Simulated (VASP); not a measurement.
# Sb (P2_1/m) in VASP: notebook

Aim: see how the results for Sb move with the level of theory and the settings. Levels: PBEsol, LDA, PBE. Tasks: relaxation of cell and atoms.

Program: VASP 6.6.1. These are calculated values, not measurements. Logs are shortened: lines on timing, memory, paths and dates and some standing lists are left out, and cuts for length are marked.

### 1 Starting point

Symmetry: P2_1/m, No. 11, monoclinic system. The conventional cell has a = 3.122 Å, b = 4.348 Å, c = 4.406 Å, α = 90.00°, β = 90.51°, γ = 90.00°. Sb (site symmetry m) has 6 Sb at 3.04 to 3.15 Å as nearest neighbours.

This isn't the form of Sb at room conditions, which is rhombohedral.

### 2 Relaxation of cell and atoms, PBEsol

INCAR reads:

```
  PREC = Accurate
  ENCUT = 600
  EDIFF = 1E-7
  ISMEAR = 0
  SIGMA = 0.1
  LREAL = F
  LASPH = T
  NELM = 100
  ALGO = Normal
  ISIF = 3
  LWAVE = F
  LCHARG = F
  GGA = PS
  IBRION = 2
  NSW = 90
  EDIFFG = -0.005
```

KPOINTS reads:

```
Automatic mesh
0
Gamma
  14 10 10
```

POSCAR reads:

```
Sb
1.0
    3.1224020000      0.0000000000      0.0000000000
    0.0000000000      4.3475180000      0.0000000000
   -0.0389150000      0.0000000000      4.4058520000
Sb
2
Direct
    0.9886110000      0.7500000000      0.7588340000
    0.0113890000      0.2500000000      0.2411660000
```

Potentials or basis: VASP PAW PBE potentials, release 64 (Sb).

On the command line:

```sh
$ cat potpaw_PBE.64/Sb/POTCAR > POTCAR
$ mpirun -np 1 vasp_std > vasp.out
```

OUTCAR:

```text
PREC = Accurate
   ENCUT = 600
   EDIFF = 1E-7
   ISMEAR = 0
   LREAL = F
   LASPH = T
   NELM = 100
   ISIF = 3
   GGA = PS
   IBRION = 2
   NSW = 90
   EDIFFG = -0.005

 ion  position               nearest neighbor table
   1  0.989  0.750  0.759-   2 3.04   2 3.04   2 3.15   2 3.15
   2  0.011  0.250  0.241-   1 3.04   1 3.04   1 3.15   1 3.15

  LATTYP: Found a simple monoclinic cell.
 ALAT       =     3.1224020000
 B/A-ratio  =     1.3923633152
 C/A-ratio  =     1.4111007668
 COS(beta)  =    -0.0088322263

  Lattice vectors:

 A1 = (   3.1224020000,   0.0000000000,   0.0000000000)
 A2 = (   0.0000000000,   4.3475180000,   0.0000000000)
 A3 = (  -0.0389150000,   0.0000000000,   4.4058520000)

Analysis of symmetry for initial positions (statically):
=====================================================================
 Subroutine PRICEL returns:
 Original cell was already a primitive cell.

 Routine SETGRP: Setting up the symmetry group for a
 simple monoclinic supercell.

 Subroutine GETGRP returns: Found  4 space group operations
 (whereof  2 operations were pure point group operations)
 out of a pool of  4 trial point group operations.

The static configuration has the point symmetry S_2 .
 The point group associated with its full space group is C_2h.

Analysis of symmetry for dynamics (positions and initial velocities):
=====================================================================
 Subroutine PRICEL returns:
 Original cell was already a primitive cell.

 Routine SETGRP: Setting up the symmetry group for a
 simple monoclinic supercell.

 Subroutine GETGRP returns: Found  4 space group operations
 (whereof  2 operations were pure point group operations)
 out of a pool of  4 trial point group operations.

The dynamic configuration has the point symmetry S_2 .
 The point group associated with its full space group is C_2h.

 Subroutine INISYM returns: Found  4 space group operations
 (whereof  2 operations are pure point group operations),
 and found     1 'primitive' translations

----------------------------------------------------------------------------------------

                                     Primitive cell

  volume of cell :      59.8081

  direct lattice vectors                    reciprocal lattice vectors
     3.122402000  0.000000000  0.000000000     0.320266257  0.000000000  0.002828774
     0.000000000  4.347518000  0.000000000     0.000000000  0.230016299  0.000000000
    -0.038915000  0.000000000  4.405852000     0.000000000  0.000000000  0.226970856

  length of vectors
     3.122402000  4.347518000  4.406023856     0.320278749  0.230016299  0.226970856

  position of ions in fractional coordinates (direct lattice)
     0.988611000  0.750000000  0.758834000
     0.011389000  0.250000000  0.241166000

  ion indices of the primitive-cell ions
   primitive index   ion index
                 1           1
                 2           2

----------------------------------------------------------------------------------------

 KPOINTS: Automatic mesh

Automatic generation of k-mesh.
 Grid dimensions read from file:
 generate k-points for:   14   10   10

 Generating k-lattice:

  Cartesian coordinates                     Fractional coordinates (reciprocal lattice)
     0.022876161  0.000000000  0.000202055     0.071428571  0.000000000  0.000000000
     0.000000000  0.023001630  0.000000000     0.000000000  0.100000000  0.000000000
     0.000000000  0.000000000  0.022697086     0.000000000  0.000000000  0.100000000

  Length of vectors
     0.022877053  0.023001630  0.022697086

  Shift w.r.t. Gamma in fractional coordinates (k-lattice)
     0.000000000  0.000000000  0.000000000

 Subroutine IBZKPT returns following result:
 ===========================================

 Found    432 irreducible k-points:

 Following reciprocal coordinates:
            Coordinates               Weight
  0.000000  0.000000  0.000000      1.000000
  0.071429  0.000000  0.000000      2.000000
  0.142857  0.000000  0.000000      2.000000
  0.214286  0.000000 -0.000000      2.000000
  0.285714  0.000000  0.000000      2.000000
  0.357143  0.000000  0.000000      2.000000
[... 16 lines left out ...]
  0.428571  0.200000 -0.000000      4.000000
  0.500000  0.200000 -0.000000      2.000000
 [... further k-points ...]
   k-points           NKPTS =    432   k-points in BZ     NKDIM =    432   number of bands    NBANDS=      9
   number of dos      NEDOS =    301   number of ions     NIONS =      2
   total plane-waves  NPLWV =  36288
   dimension x,y,z NGX =    28 NGY =   36 NGZ =   36
   dimension x,y,z NGXF=    56 NGYF=   72 NGZF=   72
   ions per type =               2
   NGX,Y,Z   is equivalent  to a cutoff of  14.91, 13.77, 13.58 a.u.
   NGXF,Y,Z  is equivalent  to a cutoff of  29.82, 27.53, 27.17 a.u.
 SYSTEM =  unknown system
   PREC   = accura    normal or accurate (medium, high low for compatibility)
   ISTART =      0    job   : 0-new  1-cont  2-samecut
   ICHARG =      2    charge: 1-file 2-atom 10-const
   ISPIN  =      1    spin polarized calculation?
   LNONCOLLINEAR =      F non collinear calculations
   LSORBIT =      F    spin-orbit coupling
   LASPH  =      T    aspherical Exc in radial PAW
   ENCUT  =  600.0 eV  44.10 Ry    6.64 a.u.   6.24  8.68  8.80*2*pi/ulx,y,z
   NELM   =    100;   NELMIN=  2; NELMDL= -5     # of ELM steps
   EDIFF  = 0.1E-06   stopping-criterion for ELM
   LREAL  =      F    real-space projection
   EDIFFG = -.5E-02   stopping-criterion for IOM
   NSW    =     90    number of steps for IOM
   IBRION =      2    ionic relax: 0-MD 1-quasi-New 2-CG
   NFREE  =      1    steps in history (QN), initial steepest desc. (CG)
   ISIF   =      3    stress and relaxation
   ISYM   =      2    0-nonsym 1-usesym 2-fastsym
   POTIM  = 0.5000    time-step for ionic-motion
   TEBEG  =    0.0;   TEEND  =   0.0 temperature during run
   PSTRESS=    0.0 pullay stress
   NELECT =      10.0000    total number of electrons
   NUPDOWN=      -1.0000    fix difference up-down
   EMIN   =  10.00;   EMAX   =-10.00  energy-range for DOS
   EFERMI =   0.00;   METHOD = LEGACY
   ISMEAR =     0;   SIGMA  =   0.10  broadening in eV -4-tet -1-fermi 0-gaus
   EFERMI_NEDOS =   21; number of points for ismear=-14 and -15
   IALGO  =     38    algorithm
   IMIX   =      4    mixing-type and parameters
     AMIX     =   0.40;   BMIX     =  1.00
     AMIX_MAG =   1.60;   BMIX_MAG =  1.00
  volume/ion in A,a.u.               =      29.90       201.80
  Fermi-wavevector in a.u.,A,eV,Ry     =   0.901893  1.704330 11.067117  0.813410
  Thomas-Fermi vector in A             =   2.025029
   LORBIT       =      0    0 simple, 1 ext, 2 COOP (PROOUT), +10 PAW based schemes
   GGA     = PS    functional components
   LHFCALC =     F    Hartree Fock is set to
   AEXX    =    0.0000 exact exchange contribution
   IVDW    =     0    specifies the selected vdW correction
   LEPSILON=     F    determine dielectric tensor
   LRPA    =     F    only Hartree local field effects (RPA)
 conjugate gradient relaxation of ions
 non-spin polarized calculation
 Gauss-broadening in eV      SIGMA  =   0.10
  energy-cutoff  :      600.00
  volume of cell :       59.81
 maximum number of plane-waves:      2020
 NGX is ok and might be reduce to    28
   NGX = 13   NGY = 17   NGZ = 17

--------------------------------------- Ionic step        1  -------------------------------------------

 number of electron      10.0000000 magnetization

 Free energy of the ion-electron system (eV)
  ---------------------------------------------------
  ext. energy  EPLUGINS =         0.00000000
  ---------------------------------------------------
  free energy    TOTEN  =        -9.05005986 eV

  energy without entropy =       -9.04395671  energy(sigma->0) =       -9.04700829

------------------------ aborting loop because EDIFF is reached ----------------------------------------

  FORCE on cell =-STRESS in cart. coord.  units (eV):
  Direction    XX          YY          ZZ          XY          YZ          ZX
  --------------------------------------------------------------------------------------
  -------------------------------------------------------------------------------------
  Total       -1.0487769     -0.6277013     -0.7344460      0.0000000      0.0000000      0.0172201
  in kB      -28.0952956    -16.8152570    -19.6748014      0.0000000      0.0000000      0.4613042
  external PRESSURE =     -21.5284513 kB  Pullay stress =       0.0000000 kB
[... 89 lines left out ...]
  FREE ENERGIE OF THE ION-ELECTRON SYSTEM (eV)
  ---------------------------------------------------
  free  energy   TOTEN  =        -9.0676302288 eV

  energy  without entropy=       -9.0617008688  energy(sigma->0) =       -9.06466555

[... ionic steps 4 to 18 ...]

--------------------------------------- Ionic step       19  -------------------------------------------

 number of electron      10.0000000 magnetization

------------------------ aborting loop because EDIFF is reached ----------------------------------------

  FORCE on cell =-STRESS in cart. coord.  units (eV):
  Direction    XX          YY          ZZ          XY          YZ          ZX
  --------------------------------------------------------------------------------------
  -------------------------------------------------------------------------------------
  Total       -0.0015194     -0.0182916     -0.0241329      0.0000000      0.0000000     -0.0006863
  in kB       -0.0423462     -0.5097984     -0.6725974      0.0000000      0.0000000     -0.0191269
  external PRESSURE =      -0.4082473 kB  Pullay stress =       0.0000000 kB
[... 57 lines left out ...]
  energy  without entropy=       -9.0686818156  energy(sigma->0) =       -9.07163934

--------------------------------------- Ionic step       21  -------------------------------------------

 number of electron      10.0000000 magnetization

 Free energy of the ion-electron system (eV)
  ---------------------------------------------------
  ext. energy  EPLUGINS =         0.00000000
  ---------------------------------------------------
  free energy    TOTEN  =        -9.07461192 eV

  energy without entropy =       -9.06868915  energy(sigma->0) =       -9.07165053

 E-fermi :   7.4647     XC(G=0):  -9.9127

 val. band max:        7.4642356976   @ k =  -0.2143   0.1000   0.4000
 cond. band min:       7.4668447285   @ k =   0.0714   0.4000   0.0000
 fundamental gap:      0.0026090309
 Fermi energy:         7.4647001598

 k-point     1 :       0.0000    0.0000    0.0000
  band No.  band energies     occupation
      1      -5.2289      2.00000
      2       0.0873      2.00000
      3       3.7599      2.00000
      4       3.7614      2.00000
      5       9.4461      0.00000
      6      10.7977      0.00000
      7      10.8370      0.00000
      8      10.8377      0.00000
      9      14.4486      0.00000
[... 265 lines left out ...]
 k-point    24 :       0.5000    0.2000   -0.0000
  band No.  band energies     occupation
      1      -2.3716      2.00000
      2       1.8539      2.00000
      3       1.9017      2.00000
      4       5.2305      2.00000
      5       6.1595      2.00000
      6       6.8195      2.00000
      7      11.3472      0.00000
      8      11.8448      0.00000
      9      11.8952      0.00000

 [... further k-points ...]
[... 5 lines left out ...]
  --------------------------------------------------------------------------------------
  -------------------------------------------------------------------------------------
  Total       -0.0032860     -0.0037646     -0.0051167      0.0000000      0.0000000     -0.0009063
  in kB       -0.0916298     -0.1049744     -0.1426776      0.0000000      0.0000000     -0.0252726
  external PRESSURE =      -0.1130939 kB  Pullay stress =       0.0000000 kB
[... 17 lines left out ...]
  FREE ENERGIE OF THE ION-ELECTRON SYSTEM (eV)
  ---------------------------------------------------
  free  energy   TOTEN  =        -9.0746119178 eV

  energy  without entropy=       -9.0686891490  energy(sigma->0) =       -9.07165053

 reached required accuracy - stopping structural energy minimisation
```

Wall time 16 min (1 thread of AMD EPYC 9R45 (Zen 5), shared host); peak memory 0.39 GiB.

What came out:

```
Free energy                            : -9.0746 eV
Relaxed volume                         : 28.73 Å³/atom
Relaxed cell                           : a = 3.066 Å, b = 4.329 Å, c = 4.330 Å, α = 90.00°, β = 89.94°, γ = 90.00°
Space group after relaxing (to 0.05 Å) : Pm-3m (No. 221)
Energy gained by relaxing              : 12.3 meV/atom
Ionic steps                            : 21
Pressure after relaxing                : 0.0 GPa
Band gap on the k mesh                 : none (metal or under the smearing width)
```

Step by step:
```csv
step,energy change (eV),largest force (eV/Å),pressure (GPa),volume (Å³)
1,0.0000,0.1043,-2.15,59.81
2,-0.0134,0.1811,1.32,56.40
3,-0.0176,0.1589,0.10,57.47
4,-0.0199,0.1289,0.09,57.43
5,-0.0229,0.0416,0.13,57.34
6,-0.0238,0.0213,-0.12,57.54
7,-0.0239,0.0227,-0.06,57.49
8,-0.0240,0.0207,0.03,57.41
9,-0.0240,0.0199,0.09,57.36
10,-0.0241,0.0194,0.08,57.37
11,-0.0242,0.0194,0.04,57.41
12,-0.0242,0.0250,-0.04,57.49
13,-0.0242,0.0225,-0.02,57.46
14,-0.0243,0.0223,-0.02,57.47
15,-0.0244,0.0229,-0.04,57.49
16,-0.0244,0.0194,0.01,57.44
17,-0.0245,0.0157,0.07,57.38
18,-0.0245,0.0092,-0.01,57.45
19,-0.0245,0.0064,-0.04,57.49
20,-0.0245,0.0069,-0.04,57.48
21,-0.0246,0.0016,-0.01,57.46
```

Final structure:
```xyz
2
Lattice="3.0656 0.0000 0.0152 0.0000 4.3290 0.0000 -0.0167 0.0000 4.3295" Properties=species:S:1:pos:R:3 pbc="T T T"
Sb   -0.0112    3.2467    3.2469
Sb    3.0601    1.0822    1.0978
```

Caveat: the PAW data sets were made with another functional, which shifts forces and pressure a little. The run has no spin-orbit coupling, so splittings on Sb are missing.

(Part 1 of 2 ends here.)
